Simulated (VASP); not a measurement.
Here is a VASP 6.6.1 calculation.

INCAR

```
SYSTEM = Tb
PREC = Accurate
ENCUT = 520
EDIFF = 1E-7
ISMEAR = -1
SIGMA = 0.05
LREAL = .False.
LASPH = .True.
NELM = 150
ALGO = Normal
ISIF = 2
LWAVE = .False.
LCHARG = .True.
ISPIN = 2
MAGMOM = 6
LORBIT = 11
LMAXMIX = 6
GGA = PE
LELF = .True.
LVHAR = .True.
NBANDS = 20
```

Contents of KPOINTS:

```
regular mesh
0
Gamma
  9 9 9
  0 0 0
```

The input POSCAR:

```
Tb
1.0
   -2.0494217731      2.0494217731      2.0494217731
    2.0494217731     -2.0494217731      2.0494217731
    2.0494217731      2.0494217731     -2.0494217731
Tb
1
Direct
    0.0000000000      0.0000000000      0.0000000000
```

Potentials or basis: VASP PAW PBE potentials, release 64 (Tb).

The run is started by

```bash
$ cat potpaw_PBE.64/Tb/POTCAR > POTCAR
$ mpirun -np 1 vasp_std > vasp.out
```

(1) What does it give for the pressure?

(2) Predict the site moments.

Results:

(1) -1.0 GPa.

(2) Tb +5.65 μB.

Caveat: the magnetic or orbital state may not be the lowest.
